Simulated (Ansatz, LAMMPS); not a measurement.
# S in place of O at several sites of Al2O3 with crystalline order left by the classical run (125 atoms), part 2 of 3

Aim: make S in place of O at several sites of Al2O3 with crystalline order left by the classical run (125 atoms), relax each, and compare their energies.

Ansatz 0.2.0; Kohn-Sham DFT, PBE, PAW (set soft_2), plane waves.

The cell: 50 Al and 75 O. The quench rate of 10 K/ps is orders of magnitude faster than experiment. The starting topology of bonds comes from the classical model. Sampling is at Γ alone, for a cell whose shortest periodic width is 11 Å.

So far. Step 2 (Single point at the start): The r.m.s. force at the start is 0.93 eV/Å. Step 3 (Relaxation): The relaxation converged after 8 steps, 7.73 eV below its start, with a largest force component of 0.041 eV/Å.

### 4. Single point at the relaxed geometry

One more single point at the end of the walk gives the fuller output and checks the residual forces.

input.yaml reads:

```yaml
crystal:
  lattice:
    - [11.1542, 0.0, 0.0]
    - [0.0, 11.1542, 0.0]
    - [0.0, 0.0, 11.1542]
  atoms:
    - { symbol: Al, position: [0.8995, 0.10888, 0.5628] }
    - { symbol: Al, position: [0.89552, 0.94146, 0.76363] }
    - { symbol: Al, position: [0.84761, 0.8113, 0.50986] }
    - { symbol: Al, position: [0.59974, 0.79592, 0.3883] }
    - { symbol: Al, position: [0.81052, 0.21537, 0.84582] }
    - { symbol: Al, position: [0.17271, 0.45067, 0.08639] }
    [... 113 atom lines left out ...]
    - { symbol: O, position: [0.04409, 0.4759, 0.5305] }
    - { symbol: O, position: [0.33807, 0.78826, 0.07472] }
    - { symbol: O, position: [0.61859, 0.95869, 0.35072] }
    - { symbol: O, position: [0.89654, 0.27273, 0.54166] }
    - { symbol: O, position: [0.57963, 0.70587, 0.80142] }
    - { symbol: O, position: [0.07591, 0.93399, 0.73327] }
kpoints:
  mp_grid: { grid: [1, 1, 1] }
hamiltonian:
  xc: pbe
scf:
  occupations: { method: gaussian, width: 0.05 }
output:
  forces: true
  stress: true
  populations: true
  dos:
    method: { smearing: { sigma: 0.15 } }
    de: 0.1
    projected: { site_lists: { Al: [Al], O: [O] } }
  eigenvalues: true
  write_density: true
  write_potential: true
  volumetric_format: npy
  elf: true
```

Command:

```sh
$ ansatz run input.yaml --threads 4 --pin off --max-ram 8192MiB --backend cpu --events-out ev --progress --plain --runs-dir out
```

Numbers of over 12 decimals in the logs are rounded to 6 here.

Log:

```text
[...]
Crystal: 125 atoms, lattice volume = 1387.763 Å³
Basis set: ecut = 420 eV, 27201 PW (Γ), exchange–correlation on 150×150×150 points (8 copies of the dense FFT grid, shifted against one another)
Bands: 425, of which v1, the nominal top of the filled ones, is band 300 counted from 1 (299 counted from 0)
Symmetry: 1 space group operations
[...]
k-points: 1
[...]
SCF iter   1: F=—  HF=-69607.581646 eV  |F-HF|=—  |Δ(HF+E_count)|=         —  Δρ=2.17e-3  dr2=1.06e-1  ethr=1.77e-3  ⟨swp⟩=6.0  Hψ=1879  notcnv=0  defer=64
[...]
SCF iter   9: F=-69607.572338 eV  HF=-69607.572338 eV  |F-HF|=2.71e-8  |Δ(HF+E_count)|=   3.45e-8  Δρ=1.59e-6  dr2=3.23e-8  ethr=1.67e-11  ⟨swp⟩=21.0  Hψ=3996  notcnv=0
SCF 1 converged in 9 iterations: F = -69607.572338 eV  dr2 = 3.23e-8
[...]
SCF converged after 9 iterations
Free energy (F): -69607.572338 eV
[...]
Internal energy: -69607.572338 eV  (E = F + TS)
E sigma→0 (E₀):  -69607.572338 eV
Fermi energy:    6.969903 eV
[...]
--- Forces (eV/Å), atoms counted from 1 ---
  atom   1  Al     0.00001806     0.00173221    -0.01047140
  atom   2  Al     0.00496925     0.00048580    -0.00219092
  atom   3  Al     0.00174248     0.00229525    -0.00680696
  atom   4  Al     0.00807446    -0.00077365     0.00176912
  atom   5  Al     0.00513768    -0.00503087    -0.00380132
  atom   6  Al     0.00020749     0.00317441    -0.00013996
  atom   7  Al     0.00216264     0.01109137     0.00383029
  atom   8  Al    -0.00090253     0.00125076     0.00318047
  atom   9  Al     0.03844207     0.01875600    -0.00586924
  atom  10  Al     0.00248427     0.00059131    -0.00189875
  atom  11  Al    -0.00371674    -0.00102111    -0.00130073
  atom  12  Al    -0.00408401    -0.01094765     0.00516545
  atom  13  Al    -0.00556789     0.00221961     0.00135315
  atom  14  Al    -0.00041209     0.00133244    -0.00189602
[...]
atom 124  O     -0.00271492     0.00099749    -0.00535918
  atom 125  O     -0.00033058    -0.00488717    -0.00274536
  max |Σ_I F_I| component: 2.08e-4 eV/Å
--- Stress (GPa, compression-positive) ---
       -7.492109      -0.330521      -0.066953
       -0.330511      -3.829990      -1.163951
       -0.066957      -1.163964      -4.839070
  P = ⅓ Tr σ = -5.3871 GPa (-53.871 kbar)
--- Band table (eV) ---
[...]
--- Löwdin populations: 125 sites ---
  site symbol       q [e]
     0     Al      1.6781
     1     Al      1.7313
     2     Al      1.6903
[...]
124      O      6.7841
  spilling = 0.008184 (of n_electrons = 600.000000)
```

Run time: 17 s. Hardware: 4 threads of Intel Xeon 6975P-C (Granite Rapids), shared host; peak memory 1.9 GiB.

Numbers from this run:

```
free energy                                      : -69607.5723 eV
free energy per atom                             : -556.8606 eV/atom
SCF cycles                                       : 9
pressure                                         : -5.387 GPa
r.m.s. force component                           : 0.0056 eV/Å
longest force                                    : 0.04317 eV/Å
Fermi energy                                     : 6.97 eV
gap (highest filled to lowest empty level) : 3.358 eV
spilling of the projection                       : 0.008184
```

Löwdin charges by element and coordination (they lack the spilled electrons, 0.039 e an atom on average):

```tsv
element	coordination	atoms	mean charge (e)	spread	least	most
Al	all	50	1.33	0.039	1.26	1.40
Al	4	29	1.36	0.0213	1.32	1.40
Al	5	9	1.31	0.0167	1.28	1.35
Al	6	12	1.28	0.0097	1.26	1.30
O	all	75	-0.822	0.0186	-0.878	-0.783
O	2	4	-0.859	0.021	-0.878	-0.825
O	3	59	-0.826	0.0089	-0.849	-0.804
O	4	12	-0.789	0.0049	-0.796	-0.783
```

Density of states as counts of states in windows of 1 eV (from the Fermi level), total and the larger projections:

```tsv
from (eV)	to (eV)	total	O p	Al p	Al s
-14	-9	0.0	0.0	0.0	0.0
-9	-8	21.4	15.8	1.5	3.6
-8	-7	53.5	40.0	4.8	7.0
-7	-6	61.2	47.7	8.3	3.3
-6	-5	76.3	63.9	8.8	1.8
-5	-4	89.8	80.6	6.4	0.9
-4	-3	87.5	82.6	2.7	0.3
-3	-2	54.3	52.1	1.1	0.1
-2	-1	6.0	5.8	0.1	0.0
-1	1	0.0	0.0	0.0	0.0
1	2	2.0	0.0	0.1	1.2
2	3	0.0	0.0	0.0	0.0
3	4	11.7	2.0	3.7	3.2
4	5	22.3	3.3	10.0	4.2
```

Between -22 and -14 eV lie 150 more states.

The levels nearest the highest filled one (over half full), pooled over k-points and spins:

```tsv
level less the highest filled one (eV)	occupation
-0.467	2
-0.435	2
-0.360	2
-0.244	2
-0.0967	2
0	2
3.36	0
5.13	0
5.21	0
5.30	0
5.38	0
5.53	0
```

ELF in the ac plane at fractional y = 0.117, with atoms of Al and O within 0.2 Å of it. It is the smooth field of the valence electrons, not physical close to the nuclei.

Ten even steps from '0' (0.01) to '9' (0.83), each cell a mean:
```
0136773136764100000189879841111
0599998311110011100189869841000
1798599510000257862147999620000
0499997200002699996102453124541
2258863000003896697200001379996
6100112456412698996200001598689
5100048999841257752100000599799
2221049989961012224542000379984
4798316999841000269997300145532
9999712688510000379999610000005
9989831011135641158998400100017
8999720000389997225774103553104
3565201000698589500010038999621
0000001111599799400010169879840
0000000000268885100110169879830
0000366531012221011110037898510
0002799984100001332100001343100
0015996897100137898520000000000
1115998996000179879840000000112
7512788642100169879840000002578
9841232125885126898620000015998
9951000379898301232100000027975
9720001698489500010002343116999
5100111489998401100047999622577
```
Columns run along a (11.2 Å), rows up along c (11.2 Å). Atoms in or near the plane, at fractional coordinates: Al at (0.90, 0.56), Al at (0.27, 0.51), Al at (0.37, 0.21), Al at (0.57, 0.95), Al at (0.10, 0.73), O at (0.84, 0.41), O at (0.51, 0.80), O at (0.55, 0.20), O at (0.20, 0.25), O at (0.97, 0.10), O at (0.74, 0.95), O at (0.33, 0.06), O at (0.91, 0.75), O at (0.13, 0.88) and more.

Valence density in the ac plane at fractional y = 0.117, with atoms of Al and O within 0.2 Å of it. It is the smooth field of the valence electrons, not physical close to the nuclei.

Ten even steps from '_' (0.0 e/Å³) to '@' (6.8 e/Å³), each cell a mean:
```
__________________________________________::**##--..__________
____..--==::______________________________::**%%==..__________
____::##@@==..______________________________..::..____________
____..--==::________________..----..__________________________
________..__________________--%%%%--__________________..::..__
____________________________..====::________________..**%%++..
______________..::::________________________________..++##==..
____________..--**++..________________________________......__
____..________::--::________________..::..____________________
..--==::____________________________::==--..__________________
..++**--____________________________..::::____________________
__..::..________________::::..________________________________
______________________..**@@**..__________________..::..______
______________________..==**==..________________::**##--______
__________________________..____________________::**##--______
__________________________________________________....________
__________..--::______________________________________________
________..++%%**..______________......________________________
________..--++--..____________..++##==..______________________
____________..________________..++##==..______________________
::______________________________......__________________..==++
==..______________::++--..______________________________::##@@
..______________..++@@##::______________________________..--==
__________________::==--..__________________......____________
```
Columns run along a (11.2 Å), rows up along c (11.2 Å). Atoms in or near the plane, at fractional coordinates: Al at (0.90, 0.56), Al at (0.27, 0.51), Al at (0.37, 0.21), Al at (0.57, 0.95), Al at (0.10, 0.73), O at (0.84, 0.41), O at (0.51, 0.80), O at (0.55, 0.20), O at (0.20, 0.25), O at (0.97, 0.10), O at (0.74, 0.95), O at (0.33, 0.06), O at (0.91, 0.75), O at (0.13, 0.88) and more.

Filled and empty levels are parted by 3.36 eV (at Γ alone); a semilocal functional tends to put such gaps too low. In a disordered cell it changes from sample to sample, and tail or defect levels can set it. Mean Löwdin charges: Al +1.33, O -0.82 e (they miss 0.82 % of the electrons, so they add up to more than the cell's charge). The largest share in the top eV of filled states is O p (97 % of the projected weight), and in the lowest eV of empty states Al s (64 % of the projected weight).

### 5. S on a site of O, site O99

The site has 2 bonded neighbours (Al2) at 1.79 Å on average, by cutoffs that count no bonds between two metal atoms or like ions. The change is made in the relaxed cell and the atoms are relaxed again, with spin allowed.

input.yaml reads:

```yaml
crystal:
  lattice:
    - [11.1542, 0.0, 0.0]
    - [0.0, 11.1542, 0.0]
    - [0.0, 0.0, 11.1542]
  atoms:
    [... atom lines 1 to 95 left out ...]
    - { symbol: O, position: [0.23606, 0.95162, 0.47342] }
    - { symbol: O, position: [0.76204, 0.98265, 0.1618] }
    - { symbol: O, position: [0.52621, 0.97614, 0.02777] }
    - { symbol: S, position: [0.87634, 0.32726, 0.94095], spin: 0.6 }
    - { symbol: O, position: [0.83624, 0.82628, 0.35074] }
    - { symbol: O, position: [0.33425, 0.11683, 0.05508] }
    - { symbol: O, position: [0.93742, 0.60102, 0.98098] }
    [... atom lines 103 to 125 left out ...]
magnetization:
  spin_polarized: true
kpoints:
  mp_grid: { grid: [1, 1, 1] }
hamiltonian:
  xc: pbe
scf:
  occupations: { method: fermi_dirac, width: 0.025 }
  lower_state_search: "off"
output:
  forces: true
  eigenvalues: true
relax:
  f_tol: 0.05
  max_steps: 90
```

Log:

```text
[...]
Crystal: 125 atoms, lattice volume = 1387.763 Å³
Basis set: ecut = 420 eV, 27201 PW (Γ), exchange–correlation on 150×150×150 points (8 copies of the dense FFT grid, shifted against one another)
Bands: 426, of which v1, the nominal top of the filled ones, is band 300 counted from 1 (299 counted from 0)
Symmetry: 1 space group operations
[...]
k-points: 1
[...]
Starting moments: Σ|m| = 1.8 μB on 3 of 125 sites
[...]
SCF iter   1: F=—  HF=-69996.125418 eV  |F-HF|=—  |Δ(HF+E_count)|=         —  Δρ=6.02e-2 (↑5.95e-2 ↓6.02e-2)  dr2=2.11e2  dr2_m=1.56e-1  M=0.000 μB ∫|m|=0.204 μB  β_m=0.30  ethr=3.10e-3  ⟨swp⟩=6.0  Hψ=3696  notcnv=0  defer=105
[...]
spin=Collinear: Resta preconditioning applied to the charge; magnetization (m = ρ↑ − ρ↓) channel mixes plain (no charge-response kernel on spin).
SCF iter   2: F=—  HF=-69948.359027 eV  |F-HF|=—  |Δ(HF+E_count)|=    4.78e1  Δρ=2.73e-2 (↑2.67e-2 ↓2.73e-2)  dr2=4.75e1  dr2_m=7.58e-2  M=0.000 μB ∫|m|=0.179 μB  β_m=0.30  ethr=3.10e-3  ⟨swp⟩=2.5  Hψ=1597  notcnv=0  defer=234
[...]
SCF iter   6: F=—  HF=-69937.282290 eV  |F-HF|=—  |Δ(HF+E_count)|=   6.56e-2  Δρ=8.56e-4 (↑8.56e-4 ↓8.49e-4)  dr2=1.34e-2  dr2_m=4.86e-3  M=0.000 μB ∫|m|=0.065 μB  β_m=0.30  ethr=1.61e-5  ⟨swp⟩=3.0  Hψ=1098  notcnv=0  defer=236
[...]
spin-set hold released at iteration 6 (site moments contracting): the magnetisation degrees of freedom join the quasi-Newton model from the next iteration; the mixer history was flushed
SCF iter   7: F=—  HF=-69937.289874 eV  |F-HF|=—  |Δ(HF+E_count)|=   7.58e-3  Δρ=6.20e-4 (↑6.20e-4 ↓6.12e-4)  dr2=7.95e-3  dr2_m=2.53e-3  M=0.000 μB ∫|m|=0.051 μB  β_m=0.65  ethr=2.23e-6  ⟨swp⟩=1.0  Hψ=852  notcnv=0  defer=236
[...]
SCF iter  11: F=-69937.307830 eV  HF=-69937.307828 eV  |F-HF|=1.89e-6  |Δ(HF+E_count)|=   3.77e-7  Δρ=8.16e-6 (↑8.16e-6 ↓7.38e-6)  dr2=2.96e-6  dr2_m=2.44e-7  M=0.000 μB ∫|m|=0.001 μB  ethr=6.75e-9  ⟨swp⟩=19.0  Hψ=5020  notcnv=0
WARN: the starting moments were not kept: the SCF closed with an absolute magnetisation of 7.2e-4 μB, where they sum to 1.8 μB in size (3 sites). That is at most 0.1 of that sum. Measured as dr2_m measures the in/out step, that magnetisation stands 3.2e-8 eV from none, [...]
SCF 1 converged in 11 iterations: F = -69937.307830 eV  dr2 = 2.96e-6
[...]
relax step   1: F+E_penalty+E_count = -69937.30783018 eV  Δ(F+E_penalty+E_count) = +0.000e0 eV  max|allowed force component| = 1.334e1 eV/Å  Δτ_max = 0.0000 Å  (11 SCF iters, dr2 threshold 6.25e-5 eV, accepted)
[... from here on, the SCF cycles and remarks between the steps are left out ...]
relax step   2: F+E_penalty+E_count = -69941.05158657 eV  Δ(F+E_penalty+E_count) = -3.744e0 eV  max|allowed force component| = 2.775e0 eV/Å  Δτ_max = 0.1959 Å  (6 SCF iters, dr2 threshold 1.00e-4 eV, accepted)
relax step   3: F+E_penalty+E_count = -69941.49040267 eV  Δ(F+E_penalty+E_count) = -4.388e-1 eV  max|allowed force component| = 4.609e-1 eV/Å  Δτ_max = 0.0926 Å  (5 SCF iters, dr2 threshold 1.00e-4 eV, accepted)
relax step   4: F+E_penalty+E_count = -69941.33359502 eV  Δ(F+E_penalty+E_count) = +1.568e-1 eV  max|allowed force component| = 9.791e-1 eV/Å  Δτ_max = 0.2000 Å  (7 SCF iters, dr2 threshold 1.33e-5 eV, rejected (line search))
relax step   5: F+E_penalty+E_count = -69941.59136927 eV  Δ(F+E_penalty+E_count) = -1.010e-1 eV  max|allowed force component| = 1.360e-1 eV/Å  Δτ_max = 0.0735 Å  (9 SCF iters, accepted)
relax step   6: F+E_penalty+E_count = -69941.59832371 eV  Δ(F+E_penalty+E_count) = -6.954e-3 eV  max|allowed force component| = 1.203e-1 eV/Å  Δτ_max = 0.0076 Å  (7 SCF iters, accepted)
relax step   7: F+E_penalty+E_count = -69941.58683122 eV  Δ(F+E_penalty+E_count) = +1.149e-2 eV  max|allowed force component| = 4.029e-1 eV/Å  Δτ_max = 0.1500 Å  (9 SCF iters, rejected (line search))
relax step   8: F+E_penalty+E_count = -69941.61227808 eV  Δ(F+E_penalty+E_count) = -1.395e-2 eV  max|allowed force component| = 7.956e-2 eV/Å  Δτ_max = 0.0734 Å  (8 SCF iters, accepted)
relax step   9: F+E_penalty+E_count = -69941.61326061 eV  Δ(F+E_penalty+E_count) = -9.825e-4 eV  max|allowed force component| = 7.521e-2 eV/Å  Δτ_max = 0.0082 Å  (5 SCF iters, dr2 threshold 2.77e-6 eV, accepted)
relax step  10: F+E_penalty+E_count = -69941.60776745 eV  Δ(F+E_penalty+E_count) = +5.493e-3 eV  max|allowed force component| = 2.461e-1 eV/Å  Δτ_max = 0.0578 Å  (9 SCF iters, rejected (line search))
relax step  11: F+E_penalty+E_count = -69941.61606716 eV  Δ(F+E_penalty+E_count) = -2.807e-3 eV  max|allowed force component| = 5.232e-2 eV/Å  Δτ_max = 0.0248 Å  (8 SCF iters, accepted)
relax step  12: F+E_penalty+E_count = -69941.61668908 eV  Δ(F+E_penalty+E_count) = -6.219e-4 eV  max|allowed force component| = 4.273e-2 eV/Å  Δτ_max = 0.0133 Å  (7 SCF iters, accepted)
SCF converged after 7 iterations
Magnetization: 0.0000 μB (300.0000 up, 300.0000 down)
Absolute magnetization: 0.0000 μB (∫|ρ↑−ρ↓|, with the PAW one-centre terms)
[...]
Per-site moments (μB) at R_I (Å): [(1.0783385608420043e-9, 0.757031), (1.7784878342306628e-9, 0.770132), (1.707874124408376e-11, 0.732534), (1.1692811563161928e-10, 0.761907), (8.354733412509663e-9, 0.699997), [...]
Free energy (F): -69941.616689 eV
[...]
Internal energy: -69941.616689 eV  (E = F + TS)
E sigma→0 (E₀):  -69941.616689 eV
Fermi energy:    7.174259 eV
[...]
--- Forces (eV/Å), atoms counted from 1 ---
  atom   1  Al     0.00720529    -0.00175967    -0.00283289
  atom   2  Al     0.00113660    -0.00733692    -0.00256212
  atom   3  Al     0.00200403     0.00158294     0.00282980
  atom   4  Al    -0.00190604     0.00006685     0.00360922
  atom   5  Al     0.00620744     0.03027117     0.02568589
  atom   6  Al     0.00374102     0.00174425    -0.00162987
  atom   7  Al     0.00249173     0.00395092    -0.00254000
  atom   8  Al    -0.00029508     0.00101177    -0.00611787
  atom   9  Al    -0.01294285     0.00454073     0.00649951
  atom  10  Al     0.00196721    -0.00271713    -0.00178581
  atom  11  Al     0.00128668    -0.00717832    -0.00218236
  atom  12  Al    -0.00405668    -0.00106740     0.00527904
  atom  13  Al     0.00836091     0.00913751     0.00370209
  atom  14  Al    -0.00860947     0.00272652    -0.00003825
[...]
atom 124  O      0.00454458     0.00319515     0.00463127
  atom 125  O     -0.00195260     0.00021304    -0.00310088
  max |Σ_I F_I| component: 2.50e-4 eV/Å
--- Band table (eV) ---
[...]
--- Relaxed structure (12 steps of the walk, 9 accepted, 0 SCFs on fresh bases) ---
  F+E_penalty+E_count = -69941.61668908 eV   max|allowed force component| = 4.273e-2 eV/Å
  atoms:
    - { symbol: Al, position: [0.903688, 0.107073, 0.561643] }
    - { symbol: Al, position: [0.897982, 0.934841, 0.759503] }
    - { symbol: Al, position: [0.845820, 0.809651, 0.506108] }
    - { symbol: Al, position: [0.600594, 0.795134, 0.385970] }
[...]
- { symbol: O, position: [0.077779, 0.934375, 0.733302] }
```

The job ended after 4.2 min (4 threads; peak memory 3.2 GiB).

The program notes that starting moments were not kept.

The relaxation converged after 12 steps, 4.31 eV below its start, with a largest force component of 0.043 eV/Å.

A closer look about the S atom, after relaxation: 10 atoms, nearest first, numbered in the order of the input, with positions taken from that point.

```tsv
atom	x	y	z	distance (Å)	bonds
S99	0.00	0.00	0.00	0.00	3
Al45	-0.18	2.03	-0.73	2.16	4
Al5	-0.93	-1.41	-1.42	2.21	4
Al27	1.03	-0.34	2.11	2.37	6
O80	1.38	1.43	2.08	2.88	3
O86	0.97	-2.23	1.72	2.98	3
O87	-1.63	-2.51	-0.16	2.99	3
O88	0.46	1.88	-2.43	3.11	3
O104	2.88	-0.34	1.34	3.19	3
O95	-2.08	-0.64	-2.41	3.24	2
```

The column of bonds counts only the pairs O-Al within 2.49 Å, Al-S within 2.77 Å; other neighbours, such as metal atoms beside each other in a compound, aren't counted, and periodic images can show an atom twice.

The largest move is 0.35 Å, by Al5.

### 6. S on a site of O, site O111

The site has 4 bonded neighbours (Al4) at 2.03 Å on average. 

Input and log are left out; they have the form of those shown for this kind of step.

The job ended after 3.8 min (4 threads of Intel Xeon 6975P-C (Granite Rapids), shared host; peak memory 3.2 GiB; 15 min of CPU time).

The relaxation converged after 11 steps, 4.00 eV below its start, with a largest force component of 0.029 eV/Å.

A closer look about the S atom, after relaxation: 10 atoms, nearest first, numbered in the order of the input, with positions taken from that point.

```tsv
atom	x	y	z	distance (Å)	bonds
S111	0.00	0.00	0.00	0.00	3
Al1	0.08	-0.34	-2.29	2.32	5
Al2	0.02	-2.33	0.02	2.33	6
Al30	2.36	-0.15	-0.40	2.40	6
O69	-0.11	-2.21	-1.86	2.89	4
O107	2.28	1.76	-0.45	2.91	3
Al37	0.86	2.48	-1.30	2.92	4
O123	0.01	1.51	-2.52	2.94	3
O95	-2.47	1.70	0.02	2.99	2
Al5	-2.05	1.41	1.67	3.00	4
```

The column of bonds counts only the pairs O-Al within 2.48 Å, Al-S within 2.68 Å; other neighbours, such as metal atoms beside each other in a compound, aren't counted, and periodic images can show an atom twice.

The largest move is 1.39 Å, by Al5.

[end of part 2 of 3]

[Logs are printed without paths, hosts, clocks, repeated set-up lines and the standing remarks that a program may print on its own settings, such as how far it seeks lower states.]

[Hosts, paths, dates, database ids (printed as entryN), source tags and the programs' standing remarks are cut or masked in the printed files.]
